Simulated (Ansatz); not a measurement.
# SrTe: a single-point run

Wanted: a converged single-point run for SrTe, and a check of what comes out. The structure is shown as the input types it.

Computed with Ansatz 0.2.0 (density functional or hybrid calculation with the settings of its input, plane waves (as first typed), unless a step's input says otherwise).

1 further run of the same task is left out (for a known fault of the program).

## 1. The system as given

It takes space group Fm-3m (No. 225, cubic). The conventional cell has a = 6.706 Å, b = 6.706 Å, c = 6.706 Å, α = 90.00°, β = 90.00°, γ = 90.00°. Sr (site symmetry m-3m) has 6 Te at 3.35 Å as nearest neighbours. Around Te (site symmetry m-3m) lie 6 Sr at 3.35 Å.

Coordinates:

```cif
data_structure
_symmetry_space_group_name_H-M 'P 1'
_symmetry_Int_Tables_number 1
_cell_length_a 4.7415
_cell_length_b 4.7415
_cell_length_c 4.7415
_cell_angle_alpha 60.000
_cell_angle_beta 60.000
_cell_angle_gamma 60.000
_cell_volume 75.38
loop_
_atom_site_label
_atom_site_type_symbol
_atom_site_fract_x
_atom_site_fract_y
_atom_site_fract_z
_atom_site_occupancy
Sr1 Sr 0.00000 0.00000 0.00000 1
Te1 Te 0.50000 0.50000 0.50000 1
```

## 2. Input and run

The input, input.yaml:

```yaml
crystal:
  lattice:
    - [0.0, 3.352758202, 3.352758202]
    - [3.352758202, 0.0, 3.352758202]
    - [3.352758202, 3.352758202, 0.0]
  atoms:
    - { symbol: Sr, position: [0.0, 0.0, 0.0] }
    - { symbol: Te, position: [0.5, 0.5, 0.5] }
kpoints:
  mp_grid: { grid: [2, 4, 6] }
hamiltonian:
  xc: pbe
scf:
  occupations: { method: fixed }
  n_extra_bands: 4
output:
  forces: true
  stress: true
  eigenvalues: true
```

Started as:

```sh
ansatz run input.yaml --threads 4 --pin off --max-ram 3686MiB --backend cpu --events-out ev --progress --plain --runs-dir out
```

What happens when this is run?

This run ends as converged, with warnings (symmetry narrowed by mesh). Its log warns: «crystal.symmetry: narrowed to the stabiliser of the k-point mesh — unitary ops 48 → 4; excluded 44 operations that carry a point of the 2×4×6 mesh (shift [0, 0 ...»

Look at the input: kpoints.mp_grid.grid is [2, 4, 6]. Unequal divisions along equivalent axes break the crystal's symmetry in the sampling.

The test: set kpoints.mp_grid.grid to [4, 4, 4].
